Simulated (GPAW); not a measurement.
# BN (R3m) in GPAW: notebook

Aim: see how the results for BN move with the level of theory and the settings. Levels: PBEsol, LDA. Tasks: single point.

Program: GPAW 26.7.0. These are calculated values, not measurements. Logs are shortened: lines on timing, memory, paths and dates and some standing lists are left out, and cuts for length are marked. The log counts tension as positive stress, the text compression.

### Step 1. Starting point

The structure is trigonal, space group R3m (No. 160). Conventional cell: a = 2.502 Å, b = 2.502 Å, c = 10.119 Å, α = 90.00°, β = 90.00°, γ = 120.00°. Around N (site symmetry 3m) lie 3 B at 1.44 Å. Around B (site symmetry 3m) lie 3 N at 1.44 Å.

The cell is a database's computed one.

### Step 2. Single point, PBEsol

File run.py:

```python
from ase import Atoms
from ase.dft.bandgap import bandgap
from ase.io import write
from ase.units import GPa
from gpaw import GPAW, PW, setup_paths

setup_paths.insert(0, '.')

atoms = Atoms(['N', 'B'],
              cell=[[1.2511217832, 0.7223354983, 3.3729344033],
                    [-1.2511217832, 0.7223354983, 3.3729344033],
                    [0.0, -1.4446709966, 3.3729344033]],
              scaled_positions=[[0.6672382, 0.6672382, 0.6672382],
                                [0.0003288, 0.0003288, 0.0003288]],
              pbc=True)

calc = GPAW(mode=PW(600),
            xc='PBEsol',
            kpts={'size': (10, 10, 10), 'gamma': True},
            occupations={'name': 'fermi-dirac', 'width': 0.05},
            nbands=11,
            maxiter=120,
            txt='gpaw.txt')
atoms.calc = calc
energy = atoms.get_potential_energy()
forces = atoms.get_forces()
stress = atoms.get_stress()
calc.write('gs.gpw')
write('result.traj', atoms)
print(f'Energy: {energy:.6f} eV')
print('Forces (eV/A):')
print(forces.round(4))
print('Stress (GPa):', (stress / GPa).round(3))
print('Fermi level:', round(calc.get_fermi_level(), 4), 'eV')
print(f'Gap: {bandgap(calc)[0]:.4f} eV, direct: {bandgap(calc, direct=True)[0]:.4f} eV')
```

Potentials or basis: PAW data sets generated in the run's folder for this functional, pw.

On the command line:

```sh
$ gpaw-setup -f PBEsol B N
$ OMP_NUM_THREADS=1 python run.py
```

gpaw.txt:

```text
__  _  _
 | _ |_)|_||  |
 |__||  | ||/\| - 26.7.0

Input parameters:
  mode=PW(ecut=600.0),
  kpts=MonkhorstPack(size=(10, 10, 10), gamma=True),
  maxiter=120,
  nbands=11,
  occupations=Occupations(name='fermi-dirac', width=0.05),
  xc=XC(name='PBEsol')

Diagonalizing LCAO Hamiltonian
Converting LCAO to pw mode

       N

       B

Atoms  # Å, Bohr magnetons
|   | symbol |         x |         y |        z |    initial magnetic moments |
|---|--------|-----------|-----------|----------|-----------------------------|
| 0 |      N |  0.000000 |  0.000000 | 6.751652 | ( 0.0000,  0.0000,  0.0000) |
| 1 |      B | -0.000000 | -0.000000 | 0.003327 | ( 0.0000,  0.0000,  0.0000) |

Unit cell  # Å
| periodic |         x |         y |        z |  lengths |    angles |
|----------|-----------|-----------|----------|----------|-----------|
|      yes |  1.251122 |  0.722335 | 3.372934 | 3.669300 | 39.871987 |
|      yes | -1.251122 |  0.722335 | 3.372934 | 3.669300 | 39.871987 |
|      yes |  0.000000 | -1.444671 | 3.372934 | 3.669300 | 39.871987 |

Number of symmetries: 6
Symmetry operations  # r_c * U_cc + t_c -> r_c
|   | kind |            matrix            |
|---|------|------------------------------|
| 0 |  E   |  1, 0, 0,  0, 1, 0,  0, 0, 1 |
| 1 |  σ   |  1, 0, 0,  0, 0, 1,  0, 1, 0 |
| 2 |  σ   |  0, 1, 0,  1, 0, 0,  0, 0, 1 |
| 3 |  C3  |  0, 1, 0,  0, 0, 1,  1, 0, 0 |
| 4 |  C3  |  0, 0, 1,  1, 0, 0,  0, 1, 0 |
| 5 |  σ   |  0, 0, 1,  0, 1, 0,  1, 0, 0 |

BZ-sampling:
  Number of BZ points: 1000
  Number of IBZ points: 116

  Monkhorst-Pack size: [10, 10, 10]
  Monkhorst-Pack shift: [0.05, 0.05, 0.05]

K-points  # in reciprocal-cell coordinates
|     |                                coordinates |     weight |
|-----|--------------------------------------------|------------|
|   0 | (  0.00000000,   0.00000000,   0.00000000) | 0.00100000 |
|   1 | (  0.10000000,   0.00000000,  -0.10000000) | 0.00600000 |
|   2 | (  0.10000000,   0.00000000,   0.00000000) | 0.00600000 |
|   3 | (  0.10000000,   0.10000000,  -0.10000000) | 0.00600000 |
|   4 | (  0.10000000,   0.10000000,   0.00000000) | 0.00600000 |
|   5 | (  0.10000000,   0.10000000,   0.10000000) | 0.00200000 |
|   6 | (  0.20000000,  -0.10000000,  -0.10000000) | 0.00600000 |
|   7 | (  0.20000000,   0.00000000,  -0.20000000) | 0.00600000 |
|   8 | (  0.20000000,   0.00000000,  -0.10000000) | 0.01200000 |
|   9 | (  0.20000000,   0.00000000,   0.00000000) | 0.00600000 |
| ... |                                            |            |
| 115 | (  0.50000000,   0.50000000,   0.50000000) | 0.00100000 |

Plane wave coefficients: 624
Cutoff: 600.0 eV

Spin-components: 1 (collinear spins)
Bands:           11
Projectors:      10
Spin-degeneracy: 2
Datatype:        complex128

Parallelization:
  kpt:    1
  domain: 1
  band:   1

Density:
  Valence electrons: 8.0
  Components: 1
  Grid points: [21 21 21]
  Charge: 0.0  # |e|

Potential:
  Grid points: [21 21 21]

species:
  N:
    name:    Nitrogen
    Z:       7.0
    valence: 5
    core:    2
    charge:  0.0  # [|e|]
    compensation charges:
      type: gauss
      rc: 0.18  # [Å]
      lmax: 2
    cutoffs:
      filter: 1.11  # [Å]
      core: 0.96  # [Å]
    projectors
    | kind |    occ | energy [eV] | rcut [Å] |
    |------|--------|-------------|----------|
    |   2s |  2.000 |     -18.455 |    0.603 |
    |   2p |  3.000 |      -7.035 |    0.529 |
    |    s |        |       8.756 |    0.603 |
    |    p |        |      20.177 |    0.529 |
    |    d |        |       0.000 |    0.577 |

    Using partial waves for N as LCAO basis

  B:
    name:    Boron
    Z:       5.0
    valence: 3
    core:    2
    charge:  0.0  # [|e|]
    compensation charges:
      type: gauss
      rc: 0.20  # [Å]
      lmax: 2
    cutoffs:
      filter: 1.14  # [Å]
      core: 1.42  # [Å]
    projectors
    | kind |    occ | energy [eV] | rcut [Å] |
    |------|--------|-------------|----------|
    |   2s |  2.000 |      -9.361 |    0.635 |
    |   2p |  1.000 |      -3.555 |    0.635 |
    |    s |        |      17.850 |    0.635 |
    |    p |        |      23.657 |    0.635 |
    |    d |        |       0.000 |    0.635 |

    Using partial waves for B as LCAO basis

Reference energy: -2141.827435  # eV

eigensolver:
  PPCG
  Converge bands: occupied
  niter=2

density mixing:
  MSR1-Mixer
  Pratt-step length: 0.05
  Maximum mixing coefficient: 0.75
  Old densities: 10
  SVD Regularization: 0.005
  Good broyden scale: 1.0
  Trust region scale: 1.0
  Backstep threshold: 4.0
  History deletion threshold: 6.0
  Fourier metric: weight=20.0, sigma=0.015

occupation numbers:
  Fermi-Dirac:
    width: 0.0500  # eV

poisson solver:
  ecut: 4800.0  # eV

xc functional:
  name: PBEsol with 2 nearest neighbor stencil

convergence criteria:
- Maximum [total energy] change in last 3 cyles: 0.0005 eV / valence electron
- Maximum integral of absolute [dens]ity change: 0.0001 electrons / valence electron
- Maximum integral of absolute [eigenst]ate change: 4e-08 eV^2 / valence electron
maximum number of iterations: 120

SCF iterations
|iter     | |      energy | eigst |  dens |
|---------|-|-------------|-------|-------|
|iter:   1| |  -19.753736 | +0.44 |       |
|iter:   2| |  -19.446505 | -1.39 | -0.65 |
|iter:   3| |  -18.239715 | -1.06 | -0.70 |
|iter:   4| |  -18.213132 | -2.55 | -1.34 |
|iter:   5| |  -18.211074 | -3.31 | -1.74 |
|iter:   6| |  -18.211140c| -4.72 | -2.35 |
|iter:   7| |  -18.211141c| -6.43 | -3.50 |
|iter:   8| |  -18.211141c| -7.92c| -4.04c|

Converged in 8 steps
Energy contributions relative to reference atoms: (reference = -2141.827435)

Energy contributions:
  Kinetic:          17.140593
  Coulomb:         -17.136659
  Zero:             -0.001941
  External:          0.000000
  Xc:              -18.213134
  Entropy:          -0.000000
  Spinorbit:         0.000000
  ----------------------------
  Free energy:     -18.211141
  Extrapolated:    -18.211141

dipole moment: (-0.000000, 0.000000, -13.602511)  # |e|*Ang

Fermi level: 4.774
Eigenvalues  # (at kpt = [0.000, 0.000, 0.000])
| band index |      eig [eV] | occ [0-2] |
|------------|---------------|-----------|
|          0 |       -13.973 |     2.000 |
|          1 |        -0.420 |     2.000 |
|          2 |         2.531 |     2.000 |
|          3 |         2.531 |     2.000 |
|          4 |         8.754 |     0.000 |
|          5 |        15.431 |     0.000 |
|          6 |        15.432 |     0.000 |
|          7 |        16.914 |     0.000 |
|          8 |        18.494 |     0.000 |
|          9 |        29.479 |     0.000 |
|         10 |        31.502 |     0.000 |

Gap: 4.142 eV
Transition (v -> c):
  (s=0, k=22, n=3, [0.30, 0.00, -0.30]) -> (s=0, k=110, n=4, [0.50, 0.50, 0.00])
Direct/indirect transitions are different
Direct gap: 4.829 eV
Transition at: (s=0, k=22, n=3, [0.30, 0.00, -0.30])

Forces  # eV/Ang
|       x |       y |        z |
|---------|---------|----------|
| 0.00000 | 0.00000 | -0.00337 |  # N    0
| 0.00000 | 0.00000 |  0.00280 |  # B    1

Stress tensor  # eV/Ang^3
|        x |        y |        z |
|----------|----------|----------|
| 0.044376 | 0.000000 | 0.000000 |
| 0.000000 | 0.044376 | 0.000000 |
| 0.000000 | 0.000000 | 0.049613 |

# Writing to gs.gpw (mode='')
```

It took 15 s on 1 thread of Intel Xeon 6975P-C (Granite Rapids), shared host; peak memory 0.15 GiB.

Results:

```
Free energy            : -18.2111 eV
Pressure               : -7.4 GPa
Largest force          : 0.003 eV/Å
Band gap on the k mesh : 4.14 eV, indirect (least direct gap 4.83 eV)
```

Forces in eV/Å, atoms in the order of the input:
```
N    0.000  0.000 -0.003
B    0.000  0.000  0.003
```

Caveat: the cutoff is short for stress and forces, so pressures can be off by a GPa or more; the program warned that so skewed a cell can give wrong results.

### Step 3. Single point, LDA

Changes to run.py since step 2:

```diff
@@ -4,5 +4,3 @@
 from ase.units import GPa
-from gpaw import GPAW, PW, setup_paths
-
-setup_paths.insert(0, '.')
+from gpaw import GPAW, PW
 
@@ -17,3 +15,3 @@
 calc = GPAW(mode=PW(600),
-            xc='PBEsol',
+            xc='LDA',
             kpts={'size': (10, 10, 10), 'gamma': True},
```

Potentials or basis: the program's PAW data sets (release 1.2.1) made for this functional, pw.

On the command line:

```sh
$ OMP_NUM_THREADS=1 python run.py
```

gpaw.txt:

```text
__  _  _
 | _ |_)|_||  |
 |__||  | ||/\| - 26.7.0

Input parameters:
  mode=PW(ecut=600.0),
  kpts=MonkhorstPack(size=(10, 10, 10), gamma=True),
  maxiter=120,
  nbands=11,
  occupations=Occupations(name='fermi-dirac', width=0.05),
  xc=XC(name='LDA')

Diagonalizing LCAO Hamiltonian
Converting LCAO to pw mode

       N

       B

Atoms  # Å, Bohr magnetons
|   | symbol |         x |         y |        z |    initial magnetic moments |
|---|--------|-----------|-----------|----------|-----------------------------|
| 0 |      N |  0.000000 |  0.000000 | 6.751652 | ( 0.0000,  0.0000,  0.0000) |
| 1 |      B | -0.000000 | -0.000000 | 0.003327 | ( 0.0000,  0.0000,  0.0000) |

Unit cell  # Å
| periodic |         x |         y |        z |  lengths |    angles |
|----------|-----------|-----------|----------|----------|-----------|
|      yes |  1.251122 |  0.722335 | 3.372934 | 3.669300 | 39.871987 |
|      yes | -1.251122 |  0.722335 | 3.372934 | 3.669300 | 39.871987 |
|      yes |  0.000000 | -1.444671 | 3.372934 | 3.669300 | 39.871987 |

Number of symmetries: 6
Symmetry operations  # r_c * U_cc + t_c -> r_c
|   | kind |            matrix            |
|---|------|------------------------------|
| 0 |  E   |  1, 0, 0,  0, 1, 0,  0, 0, 1 |
| 1 |  σ   |  1, 0, 0,  0, 0, 1,  0, 1, 0 |
| 2 |  σ   |  0, 1, 0,  1, 0, 0,  0, 0, 1 |
| 3 |  C3  |  0, 1, 0,  0, 0, 1,  1, 0, 0 |
| 4 |  C3  |  0, 0, 1,  1, 0, 0,  0, 1, 0 |
[... 125 lines left out ...]

convergence criteria:
- Maximum [total energy] change in last 3 cyles: 0.0005 eV / valence electron
- Maximum integral of absolute [dens]ity change: 0.0001 electrons / valence electron
- Maximum integral of absolute [eigenst]ate change: 4e-08 eV^2 / valence electron
maximum number of iterations: 120

SCF iterations
|iter     | |      energy | eigst |  dens |
|---------|-|-------------|-------|-------|
|iter:   1| |  -20.870383 | +0.45 |       |
|iter:   2| |  -20.534582 | -1.37 | -0.64 |
|iter:   3| |  -19.206912 | -1.06 | -0.69 |
|iter:   4| |  -19.172383 | -2.52 | -1.34 |
|iter:   5| |  -19.168727 | -3.32 | -1.74 |
|iter:   6| |  -19.168652c| -4.68 | -2.34 |
|iter:   7| |  -19.168652c| -6.38 | -3.53 |
|iter:   8| |  -19.168652c| -7.81c| -4.12c|

Converged in 8 steps
Energy contributions relative to reference atoms: (reference = -2133.488728)

Energy contributions:
  Kinetic:          16.961833
  Coulomb:         -16.929343
  Zero:             -0.003997
  External:          0.000000
  Xc:              -19.197145
  Entropy:          -0.000000
  Spinorbit:         0.000000
  ----------------------------
  Free energy:     -19.168652
  Extrapolated:    -19.168652

dipole moment: (0.000000, -0.000000, -13.603126)  # |e|*Ang

Fermi level: 4.582
Eigenvalues  # (at kpt = [0.000, 0.000, 0.000])
| band index |      eig [eV] | occ [0-2] |
|------------|---------------|-----------|
|          0 |       -14.007 |     2.000 |
|          1 |        -0.622 |     2.000 |
|          2 |         2.299 |     2.000 |
|          3 |         2.299 |     2.000 |
|          4 |         8.429 |     0.000 |
|          5 |        15.162 |     0.000 |
|          6 |        15.162 |     0.000 |
|          7 |        16.568 |     0.000 |
|          8 |        18.376 |     0.000 |
|          9 |        29.239 |     0.000 |
|         10 |        31.028 |     0.000 |

Gap: 4.058 eV
Transition (v -> c):
  (s=0, k=22, n=3, [0.30, 0.00, -0.30]) -> (s=0, k=110, n=4, [0.50, 0.50, 0.00])
Direct/indirect transitions are different
Direct gap: 4.749 eV
Transition at: (s=0, k=22, n=3, [0.30, 0.00, -0.30])

Forces  # eV/Ang
|        x |        y |        z |
|----------|----------|----------|
|  0.00000 |  0.00000 | -0.00259 |  # N    0
| -0.00000 | -0.00000 |  0.00255 |  # B    1

Stress tensor  # eV/Ang^3
|        x |        y |        z |
|----------|----------|----------|
| 0.088789 | 0.000000 | 0.000000 |
| 0.000000 | 0.088789 | 0.000000 |
| 0.000000 | 0.000000 | 0.062368 |

# Writing to gs.gpw (mode='')
```

stdout:

```text
<dir> UserWarning: The angles between your unit-cell vectors are 39.9, 39.9 and 39.9 degrees.  Results may be wrong!  Please Niggli-reduce your unit-cell so that the angles are closer to 90 degrees:

  from ase.build import niggli_reduce
  niggli_reduce(atoms)

  warnings.warn(
Energy: -19.168652 eV
Forces (eV/A):
[[ 0.      0.     -0.0026]
 [-0.     -0.      0.0026]]
Stress (GPa): [14.226 14.226  9.992  0.     0.     0.   ]
Fermi level: 4.5819 eV
Gap: 4.0578 eV, direct: 4.7490 eV
```

Run time: 22 s. Hardware: 1 thread of Arm Neoverse V2, shared host; peak memory 0.15 GiB.

What came out:

```yaml
Free_energy: -19.1687 eV
Pressure: -12.8 GPa
Band_gap_on_the_k_mesh: 4.06 eV, indirect (least direct gap 4.75 eV)
```

Forces in eV/Å, atoms in the order of the input:
```
N    0.000  0.000 -0.003
B    0.000  0.000  0.003
```

Caveat: the cutoff is short for stress and forces, so pressures can be off by a GPa or more; the program warned that so skewed a cell can give wrong results. A k mesh can miss the band edges.
